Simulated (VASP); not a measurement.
# HfO₂: relaxed cell and band gap, by functional

HfO₂, Fm-3m (no. 225), 3 atoms in the cell.

| Functional | Volume (Å³/atom) | Change from the starting volume (fraction) | Gap, path and mesh (eV) | Time (s) |
|---|---|---|---|---|
| OPTX + LYP (libxc) | 10.83 | -0.029 | 3.99 | 65 |
| HCTH/407 (libxc) | 10.79 | -0.032 | 3.97 | 78 |
| APBE (libxc) | 10.98 | -0.015 | 3.82 | 77 |
| PBEint (libxc) | 10.64 | -0.046 | 3.78 | 98 |
| HTBS (libxc) | 10.61 | -0.049 | 3.78 | 133 |
| N12 (libxc) | 10.38 | -0.069 | 3.95 | 135 |
| LDA, PW92 (libxc) | 10.26 | -0.080 | 3.74 | 130 |
| PBE (libxc) | 10.87 | -0.026 | 3.80 | 112 |

Limits: Spin-orbit coupling is left out, and with elements this heavy it changes the gap.

## Input of the first row

INCAR.step1:
```
PREC = Accurate
ENCUT = 600
EDIFF = 1E-7
ISMEAR = 0
SIGMA = 0.02
LREAL = False
LASPH = True
GGA_COMPAT = False
ALGO = Normal
NELM = 150
ISIF = 3
LWAVE = False
LCHARG = False
GGA = LIBXC
LIBXC1 = GGA_X_OPTX
LIBXC2 = GGA_C_LYP
IBRION = 2
EDIFFG = -0.005
NSW = 60
KPAR = 2
```

INCAR.step2, as INCAR.step1 but for:
```
- NSW = 60
+ NSW = 40
```

INCAR.step3, as INCAR.step2 but for:
```
- ISIF = 3
- IBRION = 2
- EDIFFG = -0.005
- NSW = 40
+ ISIF = 2
+ NBANDS = 18
```

KPOINTS:
```
k-points
0
Gamma
  7 7 7
```

KPOINTS_OPT:
```
path GXWKGLUWLK,UX
8
line-mode
reciprocal
 0.0000000000  0.0000000000  0.0000000000  G
 0.5000000000  0.0000000000  0.5000000000  X

 0.5000000000  0.0000000000  0.5000000000  X
 0.5000000000  0.2500000000  0.7500000000  W

 0.5000000000  0.2500000000  0.7500000000  W
 0.3750000000  0.3750000000  0.7500000000  K

 0.3750000000  0.3750000000  0.7500000000  K
 0.0000000000  0.0000000000  0.0000000000  G

 0.0000000000  0.0000000000  0.0000000000  G
 0.5000000000  0.5000000000  0.5000000000  L

 0.5000000000  0.5000000000  0.5000000000  L
 0.6250000000  0.2500000000  0.6250000000  U

 0.6250000000  0.2500000000  0.6250000000  U
 0.5000000000  0.2500000000  0.7500000000  W

 0.5000000000  0.2500000000  0.7500000000  W
 0.5000000000  0.5000000000  0.5000000000  L

 0.5000000000  0.5000000000  0.5000000000  L
 0.3750000000  0.3750000000  0.7500000000  K

 0.6250000000  0.2500000000  0.6250000000  U
 0.5000000000  0.0000000000  0.5000000000  X
```

POSCAR.step1:
```
HfO2
1.0
    0.0000000000      2.5575000000      2.5575000000
    2.5575000000      0.0000000000      2.5575000000
    2.5575000000      2.5575000000      0.0000000000
Hf O
1 2
Direct
    0.0000000000      0.0000000000      0.0000000000
    0.7500000000      0.7500000000      0.7500000000
    0.2500000000      0.2500000000      0.2500000000
```

Commands (each step's output is kept before the next begins):
```
cat potpaw_PBE.64/Hf_pv/POTCAR potpaw_PBE.64/O/POTCAR > POTCAR
cp INCAR.step1 INCAR
cp POSCAR.step1 POSCAR
mpirun -np 2 vasp_std > vasp.out
cp CONTCAR POSCAR
rm WAVECAR CHG
cp INCAR.step2 INCAR
mpirun -np 2 vasp_std > vasp.out
cp CONTCAR POSCAR
rm WAVECAR CHG
cp INCAR.step3 INCAR
mpirun -np 2 vasp_std > vasp.out
```

Changes of the last row against the first:
```
(all steps)
- LIBXC1 = GGA_X_OPTX
- LIBXC2 = GGA_C_LYP
+ LIBXC1 = GGA_X_PBE
+ LIBXC2 = GGA_C_PBE
```

VASP 6.6.1 took 65 s on 2 cores (AMD EPYC 7R13 (Zen 3)), a shared host.
